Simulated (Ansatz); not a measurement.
## Ti under pressure

Theory: DFT PBE, scalar-relativistic, plane waves, PAW in Ansatz. (420 eV cutoff, 18×18×18 k-mesh, Gaussian smearing of 0.10 eV, no spin polarisation)

Reference structure (relaxed):

```yaml
crystal:
  lattice:
    - [-1.62775, 1.62775, 1.62775]
    - [1.62775, -1.62775, 1.62775]
    - [1.62775, 1.62775, -1.62775]
  atoms:
    - { symbol: Ti, position: [0.00000, 0.00000, 0.00000] }
```

Cell and atoms are relaxed at each pressure within the symmetry of the start, at zero temperature, so transitions that lower the symmetry aren't seen. The k-mesh given is that at zero pressure and may differ at others. a, b and c are the lengths of the cell vectors above.

```tsv
P (GPa)	V (Å³/atom)	V/V0	a (Å)	b (Å)	c (Å)
-1	17.42	1.010	2.829	2.829	2.829
0	17.25	1.000	2.819	2.819	2.819
1	17.08	0.990	2.810	2.810	2.810
4	16.65	0.965	2.786	2.786	2.786
12	15.67	0.908	2.730	2.730	2.730
25	14.45	0.838	2.658	2.658	2.658
50	12.85	0.745	2.555	2.555	2.555
90	11.12	0.645	2.436	2.436	2.436
```

Task: What bulk modulus and pressure derivative fit these points?

Result: A third-order Birch–Murnaghan fit gives B0 = 108 GPa and B0' = 3.2.

This bcc form isn't the element's structure at ambient conditions.